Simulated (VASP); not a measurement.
A run of VASP 6.6.1:

Contents of INCAR:

```
SYSTEM = CdO
PREC = Accurate
ENCUT = 520
EDIFF = 1E-7
ISMEAR = 0
SIGMA = 0.02
LREAL = .FALSE.
LASPH = .TRUE.
NELM = 100
ALGO = Normal
ISIF = 2
LWAVE = .FALSE.
LCHARG = .FALSE.
GGA = PE
AMIX = 0.2
```

The input KPOINTS:

```
Automatic mesh
0
G
  12 12 12
  0 0 0
```

Contents of POSCAR:

```
CdO                                     
1.0
    0.0000000000      2.3672929639      2.3672929639
    2.3672929639     -0.0000000000      2.3672929639
    2.3672929639      2.3672929639     -0.0000000000
  Cd              O             
     1     1
Direct
     1.0000000000000000    0.0000000000000000    0.0000000000000000
     0.5000000000000000    0.5000000000000000    0.5000000000000000
```

Potentials or basis: VASP PAW PBE potentials, release 64 (Cd, O).

Launch:

```bash
$ cat potpaw_PBE.64/Cd/POTCAR potpaw_PBE.64/O/POTCAR > POTCAR
$ mpirun -np 1 vasp_std > vasp.out
```

Hardware: 1 thread of Intel(R) Xeon(R) Platinum 8375C CPU @ 2.90GHz (Ice Lake), on a shared host.

Question: How long does it take, and how much memory?

Answer: Wall time 28 s on 1 thread of Intel(R) Xeon(R) Platinum 8375C CPU @ 2.90GHz (Ice Lake), on a shared host, peak memory 0.17 GiB. Counts: scf iterations 17, k points 72.
